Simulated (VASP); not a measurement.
# LiF (Griceite): lattice, stiffness and zone-centre modes, part 2 of 2

What lattice, stiffness and vibrations does LiF (Griceite) have at one level of theory? The starting structure is a measured crystal structure from the Crystallography Open Database. All runs use LDA.

VASP 6.6.1.

So far. Step 3 (Elastic constants): The elastic tensor has C11 = 165.4, C12 = 51.4, C44 = 69.3 GPa; its Hill averages are a bulk modulus of 89.4 and a shear modulus of 64.1 GPa. Step 4 (Modes of the relaxed cell): The zone-centre modes at 7.401 Å³ an atom are T1u 353.2 cm⁻¹.

### 5. Modes at 0.97 of that volume

Level of this step: LDA; plane waves and PAW (F, Li_sv) (VASP).

Shape and positions were first relaxed at this volume, in a run that isn't shown.

INCAR

```
SYSTEM = LiF
PREC = Accurate
ENCUT = 700
EDIFF = 1E-08
NELM = 100
ISMEAR = 0
SIGMA = 0.03
LREAL = .FALSE.
ALGO = Normal
GGA = CA
NBANDS = 11
LORBIT = 11
LWAVE = .FALSE.
LCHARG = .FALSE.
KPAR = 4
IBRION = 8
LEPSILON = .TRUE.
LPEAD = .TRUE.
ISIF = 2
```

POSCAR

```
LiF
1.0
    0.0000000000      1.9291394435      1.9291394435
    1.9291394435      0.0000000000      1.9291394435
    1.9291394435      1.9291394435      0.0000000000
F Li
1 1
Direct
    0.5000000000      0.5000000000      0.5000000000
    0.0000000000      0.0000000000      0.0000000000
```

KPOINTS

```
Automatic mesh
0
Gamma
18 18 18
0 0 0
```

PAW data sets: F and Li_sv (LDA family, release 64).

On the command line:

```console
$ mpirun -np 4 vasp_std
```

What it wrote:

```text
[... set-up lines as in an earlier step ...]
 entering main loop
       N       E                     dE             d eps       ncg     rms          rms(c)
DAV:   1     0.391076338403E+02    0.39108E+02   -0.67455E+03  4386   0.116E+03
DAV:   2    -0.960926830566E+01   -0.48717E+02   -0.47429E+02  4967   0.225E+02
DAV:   3    -0.109747638839E+02   -0.13655E+01   -0.13598E+01  5480   0.332E+01
DAV:   4    -0.109908291822E+02   -0.16065E-01   -0.16063E-01  5111   0.389E+00
[...]
DAV:  12    -0.104995368499E+02    0.47702E-08   -0.27771E-07  5896   0.388E-03    0.772E-04
DAV:  13    -0.104995368393E+02    0.10543E-07   -0.27054E-08  4770   0.160E-03    0.200E-04
DAV:  14    -0.104995368382E+02    0.11100E-08   -0.15923E-09  3102   0.481E-04
   1 F= -.10499537E+02 E0= -.10499537E+02  d E =-.178642E-34
 Linear response reoptimize wavefunctions to high precision
DAV:   1    -0.104995368380E+02    0.16803E-09   -0.10014E-09  4788   0.267E-04
DAV:   2    -0.104995368380E+02    0.14893E-10   -0.10852E-11  2907   0.307E-05
 Linear response to external field (no local field effect), progress :
[...]
RMM:  11    -0.509723845212E+00   -0.11691E-08   -0.57683E-08 24062   0.313E-04    0.151E-06
 first order change of Fermi-energy   0.95041E-02
 force on displaced ion       1 direction 1 :  -2.712   0.000   0.000
 Born effective charge ion    1 direction 1 :  -1.034   0.000   0.000
 Linear response progress:
  Degree of freedom:   2/  2
       N       E                     dE             d eps       ncg     rms          rms(c)
RMM:   1    -0.170914433060E+00   -0.17091E+00    0.20563E+00 13618   0.161E+01
RMM:   2    -0.176470169029E+00   -0.55557E-02   -0.16519E-02 18321   0.109E+00    0.505E-02
RMM:   3    -0.176491385823E+00   -0.21217E-04   -0.97895E-04 22348   0.232E-01    0.276E-02
RMM:   4    -0.176472639803E+00    0.18746E-04   -0.23119E-04 22538   0.936E-02    0.329E-03
[...]
RMM:  14    -0.176530574778E+00   -0.59662E-07   -0.13268E-05 22910   0.118E-03    0.941E-05
RMM:  15    -0.176530562111E+00    0.12667E-07   -0.10181E-05 22702   0.968E-04    0.100E-04
RMM:  16    -0.176530569293E+00   -0.71821E-08   -0.80559E-06 18326   0.810E-04    0.104E-04
 first order change of Fermi-energy  -0.14742E-01
 force on displaced ion       2 direction 1 :  -2.731   0.000   0.000
 Born effective charge ion    2 direction 1 :   1.034   0.000   0.000
 Born effective charges drift removed
 Linear response finished
```

Elapsed: 65 s, on 4 MPI ranks of Intel Xeon 6975P-C (Granite Rapids), shared host; peak memory 2.4 GiB; 4.3 min of CPU time.

OUTCAR, selected parts (step 5):

```text
  Total        0.2593133      0.2593133      0.2593133     -0.0000000     -0.0000000      0.0000000
  in kB       28.9344040     28.9344040     28.9344040     -0.0000000     -0.0000000      0.0000000
  external PRESSURE =      28.9344040 kB  Pullay stress =       0.0000000 kB

 POSITION                                       TOTAL-FORCE (eV/Angst)
 -----------------------------------------------------------------------------------
      1.92914      1.92914      1.92914         0.000000      0.000000     -0.000000
      0.00000      0.00000      0.00000        -0.000000     -0.000000      0.000000
 -----------------------------------------------------------------------------------
    total drift:                               -0.000000     -0.000000      0.000000

 MACROSCOPIC STATIC DIELECTRIC TENSOR (including local field effects in DFT)
 ------------------------------------------------------
           2.122824     0.000000    -0.000000
           0.000000     2.122824    -0.000000
           0.000000     0.000000     2.122824
 ------------------------------------------------------

 MACROSCOPIC STATIC DIELECTRIC TENSOR IONIC CONTRIBUTION
 ------------------------------------------------------
           4.947230    -0.000000     0.000000
          -0.000000     4.947230    -0.000000
           0.000000    -0.000000     4.947230
 ------------------------------------------------------

[... 1 part as in an earlier step ...]

[... 1 further part left out ...]
```

The zone-centre modes at 7.179 Å³ an atom are T1u 380.5 cm⁻¹.

### 6. Modes at 1.03 of that volume

Shape and positions were first relaxed at this volume, in a run that isn't shown.

INCAR is that of step 5.

POSCAR

```
LiF
1.0
    0.0000000000      1.9681224605      1.9681224605
    1.9681224605      0.0000000000      1.9681224605
    1.9681224605      1.9681224605      0.0000000000
F Li
1 1
Direct
    0.5000000000      0.5000000000      0.5000000000
    0.0000000000      0.0000000000      0.0000000000
```

KPOINTS is that of step 5.

On the command line:

```console
$ mpirun -np 4 vasp_std
```

What it wrote:

```text
[... set-up lines as in an earlier step ...]
 entering main loop
       N       E                     dE             d eps       ncg     rms          rms(c)
DAV:   1     0.398821518880E+02    0.39882E+02   -0.65873E+03  4362   0.115E+03
DAV:   2    -0.959238792866E+01   -0.49475E+02   -0.48542E+02  4950   0.226E+02
DAV:   3    -0.109770371330E+02   -0.13846E+01   -0.13787E+01  5434   0.339E+01
DAV:   4    -0.109933852799E+02   -0.16348E-01   -0.16346E-01  5159   0.399E+00
[...]
DAV:  12    -0.105048506008E+02   -0.31713E-08   -0.28767E-07  6203   0.412E-03    0.735E-04
DAV:  13    -0.105048505905E+02    0.10375E-07   -0.22136E-08  4557   0.139E-03    0.205E-04
DAV:  14    -0.105048505897E+02    0.78364E-09   -0.19819E-09  3009   0.483E-04
   1 F= -.10504851E+02 E0= -.10504851E+02  d E =-.687358E-42
 Linear response reoptimize wavefunctions to high precision
DAV:   1    -0.105048505897E+02   -0.58321E-10   -0.94861E-10  4585   0.267E-04
 Linear response to external field (no local field effect), progress :
  Direction:   1
[...]
RMM:  13    -0.511212207874E+00   -0.40919E-08   -0.37969E-08 23167   0.202E-04    0.434E-07
 first order change of Fermi-energy  -0.25933E+00
 force on displaced ion       1 direction 1 :  -2.033   0.000   0.000
 Born effective charge ion    1 direction 1 :  -1.041   0.000   0.000
 Linear response progress:
  Degree of freedom:   2/  2
       N       E                     dE             d eps       ncg     rms          rms(c)
RMM:   1    -0.167985331963E+00   -0.16799E+00    0.17289E+00 13556   0.156E+01
RMM:   2    -0.173246565292E+00   -0.52612E-02   -0.16319E-02 18323   0.107E+00    0.613E-02
RMM:   3    -0.173229804720E+00    0.16761E-04   -0.91542E-04 22222   0.224E-01    0.344E-02
RMM:   4    -0.173175782154E+00    0.54023E-04   -0.22362E-04 22433   0.915E-02    0.355E-03
[...]
RMM:  35    -0.173238944541E+00   -0.76308E-08   -0.24646E-07 15777   0.127E-04    0.117E-07
RMM:  36    -0.173238947571E+00   -0.30309E-08   -0.22161E-07 16023   0.123E-04    0.116E-07
RMM:  37    -0.173238951720E+00   -0.41481E-08   -0.19902E-07 16474   0.119E-04    0.653E-08
 first order change of Fermi-energy   0.26043E+00
 force on displaced ion       2 direction 1 :  -2.009   0.000   0.000
 Born effective charge ion    2 direction 1 :   1.041   0.000   0.000
 Born effective charges drift removed
 Linear response finished
```

Elapsed: 83 s, on 4 MPI ranks; peak memory 2.5 GiB.

OUTCAR, selected parts (step 6):

```text
  Total       -0.2370406     -0.2370406     -0.2370406      0.0000000      0.0000000      0.0000000
  in kB      -24.9084606    -24.9084606    -24.9084606      0.0000000      0.0000000      0.0000000
  external PRESSURE =     -24.9084606 kB  Pullay stress =       0.0000000 kB

 POSITION                                       TOTAL-FORCE (eV/Angst)
 -----------------------------------------------------------------------------------
      1.96812      1.96812      1.96812         0.000000      0.000000      0.000000
      0.00000      0.00000      0.00000         0.000000      0.000000      0.000000
 -----------------------------------------------------------------------------------
    total drift:                               -0.000000     -0.000000      0.000000

 MACROSCOPIC STATIC DIELECTRIC TENSOR (including local field effects in DFT)
 ------------------------------------------------------
           2.105246     0.000000     0.000000
          -0.000000     2.105246     0.000000
          -0.000000     0.000000     2.105246
 ------------------------------------------------------

 MACROSCOPIC STATIC DIELECTRIC TENSOR IONIC CONTRIBUTION
 ------------------------------------------------------
           6.359195    -0.000000     0.000000
          -0.000000     6.359195     0.000000
           0.000000     0.000000     6.359195
 ------------------------------------------------------

[... 1 part as in an earlier step ...]

[... 1 further part left out ...]
```

The zone-centre modes at 7.624 Å³ an atom are T1u 327.2 cm⁻¹.

### 7. Comparison

```tsv
run	volume (Å³/atom)	T1u	core minutes
relaxation	7.401	-	0.107
elastic constants	7.401	-	6.93
modes of the relaxed cell	7.401	353.2	5.67
modes at 0.97 of that volume	7.179	380.5	4.33
modes at 1.03 of that volume	7.624	327.2	5.53
```

Modes are in cm⁻¹, degenerate ones as one, matched by symmetry and order. A number in brackets counts the listed modes of one symmetry from the lowest. The symmetry labels come from an automatic analysis and can be wrong where levels nearly coincide. Core minutes are wall time times ranks of the run shown, on a shared host.

### 8. Outcome

```
relaxed volume                : 7.401 Å³/atom
bulk modulus from two volumes : 89.2 GPa
Hill shear modulus            : 64.1 GPa
mode T1u                      : 353.2 cm⁻¹
Grüneisen parameter of T1u    : 2.51
```

What this shows: At the LDA level LiF (Griceite) relaxes to 7.40 Å³ an atom. The bulk modulus is 89.2 GPa from the pressures at two volumes and 89.4 GPa as the Hill average of the elastic tensor, so the two routes agree. The mode Grüneisen parameters, from the cells at 0.97 and 1.03 of the volume, come to 2.51 (T1u). The dielectric constants and Born charges in the logs aren't compared here; at a small gap they can be far off, and in a run without a gap they mean nothing. The frequencies are harmonic, and the splitting of polar modes by their long-range field is left out. All values are for a static lattice. Further runs on this material are not shown.

[Lines on the potential files, build, host, timing and source positions are cut from VASP's logs without a mark.]

[Logs are printed without paths, hosts, clocks, repeated set-up lines and the standing remarks that a program may print on its own settings, such as how far it seeks lower states.]

[Hosts, paths, dates, database ids (printed as entryN), source tags and the programs' standing remarks are cut or masked in the printed files.]
